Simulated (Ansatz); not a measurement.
# MgO: the cost of one run

Program: Ansatz 0.2.0, driven from Python. The levels of theory stand in the script. These are calculated values, not measurements.

## Step 1: The structure

Symmetry: P6_3/mmc, No. 194, hexagonal system. The conventional cell has a = 3.486 Å, b = 3.486 Å, c = 4.178 Å, α = 90.00°, β = 90.00°, γ = 120.00°. Around Mg (site symmetry -6m2) lie 5 O at 2.01 to 2.09 Å. O (site symmetry -6m2) is surrounded by 5 Mg at 2.01 to 2.09 Å.

The script holds or builds the structure itself.

## Step 2: Script

lattice.py reads:

```python
"""How the lattice of MgO depends on the functional."""

import ansatz as az
import numpy as np

def edges_and_angles(cell):
    cell = np.asarray(cell)
    a, b, c = np.linalg.norm(cell, axis=1)
    cosines = cell[1] @ cell[2] / (b * c), cell[0] @ cell[2] / (a * c), cell[0] @ cell[1] / (a * b)
    return (a, b, c, *np.degrees(np.arccos(cosines)))

vectors = np.array([
    [3.48637786, 0.0, 0.0],
    [-1.74318893, 3.0192918, 0.0],
    [0.0, 0.0, 4.17804122],
])
cell = (
    az.Lattice.of(vectors)
    .atom("Mg", (2 / 3, 1 / 3, 0.75))
    .atom("Mg", (1 / 3, 2 / 3, 0.25))
    .atom("O", (2 / 3, 1 / 3, 0.25))
    .atom("O", (1 / 3, 2 / 3, 0.75))
)

job = cell.calculation()
job = job.kpoints(mesh=(6, 6, 4))
job = job.occupations("Fixed")
job = job.relax(cell=True)

levels = [("pbesol", "none"), ("lda", "none"), ("blyp", "d3bj")]
print("level            a       b       c    alpha   beta  gamma  V/atom  steps")
for name, dispersion in levels:
    seen = []
    run = job.functional(name, dispersion=dispersion).session().plan()
    done = run.execute(on_event=lambda e: seen.append(e) if e["event"] == "relax_step" else None)
    cell = done.lattice.cell_ang
    label = name if dispersion == "none" else f"{name}+{dispersion}"
    print("{:13s} {:7.4f} {:7.4f} {:7.4f} {:6.2f} {:6.2f} {:6.2f}".format(label, *edges_and_angles(cell)), f"{abs(np.linalg.det(cell)) / len(done.lattice.sites):7.3f} {len(seen):5d}")
```

## Step 3: The run

The run is started by

```
> python lattice.py
```

Q: Estimate wall time and peak memory on 1 thread of Arm Neoverse V2, shared host.

About 20 s, with a peak of 0.36 GiB.
